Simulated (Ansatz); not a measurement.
## Strain and the gap of CdSe (zincblende)

CdSe (zincblende), relaxed with r2SCAN in Ansatz. Space group F-43m (No. 216), cubic; conventional cell a = 6.136 Å, 28.87 Å³ an atom. Around Cd lie 4 Se at 2.66 Å; around Se lie 4 Cd at 2.66 Å.

The axes x, y and z are those of this cell:
```
CELL_PARAMETERS angstrom
0.00000 3.06778 3.06778
3.06778 0.00000 3.06778
3.06778 3.06778 0.00000
ATOMIC_POSITIONS crystal
Cd 0.00000 0.00000 0.00000
Se 0.25000 0.25000 0.25000
```

Unstrained: With PBE the gap is 0.555 eV and direct, at Γ. r2SCAN gives a direct gap of 1.037 eV at Γ. HSE06 gives a direct gap of 1.483 eV at Γ. Meshes: PBE 8×8×8, r2SCAN 8×8×8, HSE06 6×6×6. Strains are changes of length per length, and xy shears are angles. After each strain the atoms were relaxed again with r2SCAN within the symmetry that the strain leaves, so tilts or polar shifts that break it weren't tested; points keep the names that they have in the unstrained zone. Calculated for a static, non-magnetic cell.

Changes of the least gap in eV (an overlap counts as a negative gap):

| strain | volume change (%) | space group | PBE | r2SCAN | HSE06 | energy rise, r2SCAN (meV/atom) |
| --- | --- | --- | --- | --- | --- | --- |
| epitaxial +0.5 % in the plane normal to [111], free normal strain -0.50 % | +0.5 | R3m | -0.037 | -0.040 | -0.042 | 0.4 |
| epitaxial +4.0 % in the xy plane, free normal strain -6.21 % | +1.4 | I-4m2 | -0.221 | -0.224 | -0.236 | 11.1 |
| xy shear, engineering strain (angle) +2.5 % | 0.0 | Imm2 | -0.057 | -0.060 | -0.061 | 1.3 |
| isotropic +4.0 % on every length | +12.5 | F-43m | -0.242 | -0.266 | -0.296 | 59.1 |
| uniaxial +4.0 % along [111] | +4.0 | R3m | -0.143 | -0.159 | -0.170 | 11.8 |

Epitaxial +0.5 % in the plane normal to [111], free normal strain -0.50 %. HSE06: the gap goes from 1.483 to 1.441 eV (-0.042 eV); with r2SCAN the top three valence levels at Γ, degenerate before, become 1+2 from the top over 43 meV. Stress change with r2SCAN, compression positive: xx -0.25, yy -0.25, zz -0.25, xy +0.15, xz +0.15, yz +0.15 GPa.

Epitaxial +4.0 % in the xy plane, free normal strain -6.21 %. HSE06: the gap goes from 1.483 to 1.247 eV (-0.236 eV); with r2SCAN the top three valence levels at Γ, degenerate before, become 1+2 from the top over 263 meV. Stress change with r2SCAN, compression positive: xx -1.45, yy -1.45, zz +0.04 GPa.

Xy shear, engineering strain (angle) +2.5 %. HSE06: the gap goes from 1.483 to 1.422 eV (-0.061 eV); with r2SCAN the top three valence levels at Γ, degenerate before, become 1+1+1 from the top over 111 meV. Stress change with r2SCAN, compression positive: xx 0.00, yy 0.00, zz -0.01, xy -0.56 GPa.

Isotropic +4.0 % on every length. HSE06: the gap goes from 1.483 to 1.187 eV (-0.296 eV). Stress change with r2SCAN, compression positive: xx -4.61, yy -4.61, zz -4.61 GPa. For HSE06, dE_g/d ln V = -2.5 eV over this step.

Uniaxial +4.0 % along [111], other directions held. HSE06: the gap goes from 1.483 to 1.313 eV (-0.170 eV); with r2SCAN the top three valence levels at Γ, degenerate before, become 2+1 from the top over 180 meV. Stress change with r2SCAN, compression positive: xx -1.87, yy -1.87, zz -1.87, xy -0.63, xz -0.63, yz -0.63 GPa.

The runs are scalar-relativistic, without spin-orbit coupling.

The meshes of the hybrids are coarse, so their gaps aren't converged to the digits shown.

The splittings at Γ are without spin-orbit coupling, which regroups them where it is of like size or larger.
